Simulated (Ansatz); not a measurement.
Here is the system:

```
CaF2
1.0
   -0.01006     2.71957     2.71957
    2.70951     0.00000     2.70951
    2.71957     2.71957    -0.01006
Ca F
1 2
Cartesian
  0.00000   0.00000   0.00000
  1.35475   1.36232   1.35475
  4.06426   4.07683   4.06426
```

No spin polarisation.

Method: r2SCAN, PAW, 500 eV (Ansatz, an electronic-structure program; no spin-orbit coupling). Γ-centred 11×11×11 mesh, Fermi–Dirac width 0.05 eV.

Problem. Predict the band gap, gap character, smallest direct gap and electron mass.

Solution. 
- Band gap: 8.03 eV
- Gap character: indirect, T → Γ
- Smallest direct gap: 8.29 eV
- Electron mass: 0.56 mₑ (at Γ)

The cells carry an imposed strain or load. Masses are band curvatures over ±0.01 Å⁻¹ around the edge. Stability against distortions was not tested. The cell was made from CaF2 in the fluorite structure (space group Fm-3m, No. 225) by this change: tensor shear ε_xz = −0.37 %.
